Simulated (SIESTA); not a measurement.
Crystal: BN.

```
N B
1.0
     0.00000    1.81300    1.81300
     1.81300    0.00000    1.81300
     1.81300    1.81300    0.00000
N B
1 1
Direct
  0.25000 0.25000 0.25000
  0.00000 0.00000 0.00000
```

The cell is a database's computed one.

Base run:

```yaml
Program: SIESTA 5.4.2
Functional: PBE
Potentials_or_basis: PseudoDojo 0.4 standard (PBE files)
Basis: SZP (energy shift 0.003 Ry)
Grid_cutoff: 800 Ry
Energy_shift: 0.003 Ry
k_mesh: 13 × 13 × 13
Occupations: fermi-dirac, width 0.05 eV
Spin: no spin polarisation
```

Its results: band gap on the k mesh 4.82 eV, indirect (least direct gap 8.92 eV); pressure 11.5 GPa.

Problem. After a change of settings the same cell gave: band gap on the k mesh 4.87 eV, indirect (least direct gap 8.97 eV); pressure 7.7 GPa. Which change was it?
A. basis from SZP (energy shift 0.003 Ry) to DZDP (energy shift 0.003 Ry)
B. basis from SZP (energy shift 0.003 Ry) to DZP (energy shift 0.003 Ry)
C. basis from SZP (energy shift 0.003 Ry) to TZP (energy shift 0.003 Ry)
D. basis from SZP (energy shift 0.003 Ry) to DZ (energy shift 0.003 Ry)

Solution. D.

Caveats: the basis of atomic orbitals isn't converged, which shifts pressures, moduli and gaps; the basis has no polarisation orbitals (some runs); the mesh misses the band edges, which the band path finds closer together (some runs).
